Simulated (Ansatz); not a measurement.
GaN: a run of Ansatz with trial settings.

```yaml
crystal:
  lattice:
    - [0.0, 2.2535006075, 2.2535006075]
    - [2.2535006075, 0.0, 2.2535006075]
    - [2.2535006075, 2.2535006075, 0.0]
  atoms:
    - { symbol: Ga, position: [0.0, 0.0, 0.0] }
    - { symbol: "N", position: [0.75, 0.75, 0.75] }
basis:
  ecutwfc: "8 Ha"
  ecutrho_ratio: 4
kpoints:
  mp_grid: { kspacing: 0.97 }
hamiltonian:
  xc: pbe
scf:
  occupations: { method: gaussian, width: 0.1 }
output:
  forces: false
  stress: true
  eigenvalues: true
```

Command:

```bash
ansatz run input.yaml --threads 1 --pin off --max-ram 1331MiB --backend cpu --events-out ev --progress --plain --runs-dir out
```

From the log (HF is the Harris–Foulkes energy, dr2 the density residual in eV):

```text
Warning: basis.ecutwfc = 217.6910 eV is below the records' recommended 420 eV, and the density's cutoff is lower with it unless basis.ecutrho_ratio is high enough to keep the records' density cutoff: compare with a run at a higher cutoff
Warning: basis.ecutrho_ratio = 4 (ecutrho = 870.7643 eV) is below the records' recommended 1680 eV
Pseudopotential: Ga, paw, valence charge 13, recommended cutoff 420 eV (normal)
Pseudopotential: N, paw, valence charge 5, recommended cutoff 420 eV (normal)
Crystal: 2 atoms, lattice volume = 22.888 Å³
Basis set: ecut = 217.6910 eV, 169 PW (Γ)
Bands: 13, of which v1, the nominal top of the filled ones, is band 9 counted from 1 (8 counted from 0)
Symmetry: 24 space group operations
Space group: F-43m (ITA 216), of the structure as read, at distance tolerance 2.8e-5 Å
k-points: 4 of 27 (time reversal used)
Initial density: superposition of atomic densities, corrected by the library's trained network
SCF iter   1: HF=-4162.030604 eV  Δρ=5.62e-2  dr2=2.61e-1
SCF iter   2: HF=-4161.154331 eV  Δρ=2.74e-2  dr2=8.02e-2
SCF iter   3: HF=-4161.132828 eV  Δρ=9.89e-3  dr2=9.40e-3
SCF iter   4: HF=-4161.132218 eV  Δρ=2.03e-3  dr2=9.61e-4
SCF iter   5: HF=-4161.131900 eV  Δρ=5.94e-4  dr2=4.47e-5
SCF iter   6: HF=-4161.131901 eV  Δρ=4.16e-5  dr2=3.38e-7
SCF iter   7: F=-4161.131901 eV  HF=-4161.131901 eV  Δρ=6.03e-6  dr2=6.30e-9
SCF 1 converged in 7 iterations: F = -4161.131901 eV  dr2 = 6.30e-9
SCF converged after 7 iterations
Free energy (F): -4161.131901 eV
E sigma→0 (E₀):  -4161.131901 eV
Fermi energy:    10.477171 eV
--- Stress (GPa, compression-positive) ---
       17.686477      -0.000000      -0.000000
       -0.000000      17.686477       0.000000
       -0.000000       0.000000      17.686477
  P = ⅓ Tr σ = 17.6865 GPa (176.865 kbar)
```

These settings were drawn at random to show what each does; none of the numbers is a converged property of the crystal.